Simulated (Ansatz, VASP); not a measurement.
## Sc in VASP and in Ansatz

```
Sc
1.0
     0.00000    2.30432    2.30432
     2.30432    0.00000    2.30432
     2.30432    2.30432    0.00000
Sc
1
Direct
  0.00000 0.00000 0.00000
```

Change from the starting cell: volume scaled by 1.06.

Alike in both runs: task single point; functional PBE; k mesh 10 × 10 × 10; occupations fermi-dirac, width 0.05 eV; no spin polarisation.

|  | VASP | Ansatz |
| --- | --- | --- |
| version | VASP 6.6.1 | Ansatz 0.2.0 |
| potentials or method | VASP PAW PBE potentials, release 64 (Sc_sv) | Ansatz PAW |
| plane-wave cutoff (eV) | 520 | 420 |
| valence electrons in the cell | 11 | 11 |

|  | VASP | Ansatz | Ansatz less VASP |
| --- | --- | --- | --- |
| gap on the k mesh at the Fermi level (eV) | none | none | - |
| pressure (GPa) | 0.5 | 0.4 | -0.03 |

A gap of «none» marks a metal or a gap that the smearing closes. With one functional, cell and mesh, what is left measures potentials, basis and numerics.
